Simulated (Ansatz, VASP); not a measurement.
This is a calculation of MnSb4 for Ansatz 0.2.0.

input.yaml

```yaml
crystal:
  lattice:
    - [3.0805, 0.0, 0.0]
    - [0.0, 3.0805, 0.0]
    - [0.0, 0.0, 14.994203]
  atoms:
    - { symbol: Sb, position: [0.0, 0.0, 0.819682] }
    - { symbol: Sb, position: [0.0, 0.0, 0.600551] }
    - { symbol: Sb, position: [0.0, 0.0, 0.399449] }
    - { symbol: Sb, position: [0.0, 0.0, 0.180318] }
    - { symbol: Mn, position: [0.0, 0.0, 0.0], spin: 4.0 }
hamiltonian:
  xc: pbe
  pseudopotentials: { kind: paw }
magnetization:
  spin_polarized: true
kpoints:
  mp_grid: { grid: [9, 9, 2] }
scf:
  occupations: { method: fermi_dirac, width: 0.05 }
output:
  forces: true
  stress: true
  eigenvalues: true
```

Potentials or basis: Ansatz PAW.

The run is started by

```bash
$ ansatz run input.yaml --threads 2 --pin off --max-ram 5120MiB --backend cpu --events-out ev --progress --plain --runs-dir out
```

Task: Set up the same calculation for VASP 6.6.1. Potentials there: VASP PAW PBE potentials, release 64 (Sb, Mn_pv).

Result: As run (the cutoff follows the program's own potentials):

Contents of INCAR:

```
SYSTEM = MnSb4
ALGO = Normal ; EDIFF = 1E-7
ENCUT = 520 ; GGA = PE
ISIF = 2 ; ISMEAR = -1
ISPIN = 2 ; LASPH = .TRUE.
LCHARG = .FALSE. ; LMAXMIX = 4
LORBIT = 11 ; LREAL = .FALSE.
LWAVE = .FALSE. ; MAGMOM = 0 0 0 0 4
NBANDS = 28 ; NELM = 150
PREC = Accurate ; SIGMA = 0.05
```

The input KPOINTS:

```
k-points
0
G
  9 9 2
  0 0 0
```

Contents of POSCAR:

```
MnSb4
1.0
    3.0805000000      0.0000000000      0.0000000000
    0.0000000000      3.0805000000      0.0000000000
    0.0000000000      0.0000000000     14.9942030000
Sb Mn
4 1
Direct
    0.0000000000      0.0000000000      0.8196820000
    0.0000000000      0.0000000000      0.6005510000
    0.0000000000      0.0000000000      0.3994490000
    0.0000000000      0.0000000000      0.1803180000
    0.0000000000      0.0000000000      0.0000000000
```

Potentials or basis: VASP PAW PBE potentials, release 64 (Sb, Mn_pv).

The run is started by

```console
$ cat potpaw_PBE.64/Sb/POTCAR potpaw_PBE.64/Mn_pv/POTCAR > POTCAR
$ mpirun -np 1 vasp_std > vasp.out
```

Both were run:

|  | VASP | Ansatz | Ansatz less VASP |
| --- | --- | --- | --- |
| gap on the k mesh at the Fermi level (eV) | none | none | - |
| pressure (GPa) | -0.4 | -0.4 | +0.02 |
| largest component of the traceless stress (GPa) | 0.96 | 0.96 | +0.004 |
| rms of the force components (eV/Å) | 0.016 | 0.017 | +0.0005 |
| net moment per atom (μB) | 0.79 | 0.80 | +0.001 |
| size of the moment on the site where the two differ most (μB) | 3.82 | 3.82 | +0.005 |

Site moments also hang on the region over which each program counts them. Atom by atom the forces differ by 0.004 eV/Å (rms over components). A gap of «none» marks a metal or a gap that the smearing closes. With one functional, cell and mesh, what is left measures potentials, basis and numerics. The two sets of potentials don't hold the same shells in valence.

Caveats: a cell with one magnetic atom can't hold antiferromagnetic order, which such compounds often take. The runs have no spin-orbit coupling, so splittings on Sb are missing.
